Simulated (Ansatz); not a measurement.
The system is MnSi.

```xyz
2
Lattice="0.0000 2.5272 2.5272 2.5272 0.0000 2.5272 2.5272 2.5272 0.0000" Properties=species:S:1:pos:R:3 pbc="T T T"
Mn    0.0000    0.0000    0.0000
Si    1.2636    1.2636    1.2636
```

The cell was built by a generator and needn't be a form met in nature.

```yaml
Program: Ansatz 0.2.0
Task: relaxation of cell and atoms
Functional: HSEsol
Potentials_or_basis: Ansatz PAW
Cutoff: "420 eV (not typed: the program's choice for these potentials)"
k_mesh: 5 × 5 × 5
Occupations: fermi-dirac, width 0.05 eV
Spin: collinear spin, ferromagnetic start
Starting_moments: "[4.0, 0.0] μB"
```

At the start: volume 16.14 Å³/atom.

Question: How do energy, volume and symmetry change on relaxing?

Answer: It ends after 9 steps and the volume is 22.21 Å³/atom (+37.6 %); space group F-43m (No. 216, to 0.05 Å); moment 3.00 μB per cell.

Step by step:
```tsv
step	energy change (eV)	largest force (eV/Å)	volume (Å³)
1	0.0000	0.0000	32.28
2	-0.5921	0.0000	36.95
3	-0.8165	0.0000	41.84
4	-0.8337	0.0000	43.58
5	-0.8340	0.0000	43.91
6	-0.8506	0.0000	43.91
7	-0.8513	0.0000	44.35
8	-0.8513	0.0000	44.42
9	-0.8515	0.0000	44.42
```

Final structure:
```
Mn Si
1.0
     0.00000    2.81094    2.81094
     2.81094    0.00000    2.81094
     2.81094    2.81094    0.00000
Mn Si
1 1
Direct
  0.00000 0.00000 0.00000
  0.25000 0.25000 0.25000
```

Caveat: the k mesh is coarse (spacing up to 0.43 Å⁻¹), so the values aren't converged, least of all with exact exchange; the magnetic or orbital state may not be the lowest; the volume moved by over 15 % at a fixed basis, so the end points are rough; the plane-wave basis is chosen anew once the cell has moved, so the energies of steps on either side of that aren't comparable; the PAW data sets come from PBE, with cores solved anew for the run's functional, which leaves a small shift of forces and pressure.
